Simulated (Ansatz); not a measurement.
A series in volume per atom on Sc

All results are calculated (Ansatz 0.2.0). Periodic Kohn-Sham DFT of a crystal at fixed atoms; pressure and stress are positive in compression; the energy is the free energy less that of spherical unpolarised free atoms; site moments are those in the method's own spheres, positive along +z.

Cell of the first row (space group I4/mmm, No. 139):
```
Sc
1.0
     -1.8784     1.8784     1.6828
      1.8784    -1.8784     1.6828
      1.8784     1.8784    -1.6828
Sc
1
Direct
  0.00000 0.00000 0.00000
```

Settings of every row: method frozen-core PAW; functional LDA; relativity scalar; k mesh 13x13x13; filling fermi-dirac; smearing width 0.03 eV; wave cutoff 420 eV; paw set soft_2.

Atom start moment: 0 on all atoms.

Limits: PAW files made with PBE; the cell comes from a prototype or a list of computed structures and needn't be the stable phase.

```csv
row,volume per atom (Å³),pressure (GPa)
1,23.751,-2.671
2,24.748,?
3,25.253,-5.434
4,25.758,-6.199
5,26.769,-7.522
```

Question: what pressure should row 2 give?

Worked fit of pressure. Take u = (V_r/V)^(2/3) − 1 with V_r = 25.505 Å³ an atom, which is twice the finite (Eulerian) strain; such expansions in the strain, on which the Birch-Murnaghan equation of state is built, carry the rest volume and the bulk modulus. The shown rows have u = 0.04865, 0.00664, -0.00656, -0.03173. Least squares give pressure = −5.825 + 57.962 × u + 141.17 × u² GPa; a straight line predicts inner rows, each left out in turn, worse (root mean square 0.14 against 0.00026 GPa). All shown rows lie on it to the printed digit. The withheld row has u = 0.02029, so the fit gives −5.825 + 57.962 × (0.02029) + 141.17 × (0.02029)² = -4.591 GPa.

The calculation gave -4.592 GPa. The fit lies 0.001 GPa (0.021 % of the column's range) above it, one unit of the last digit.
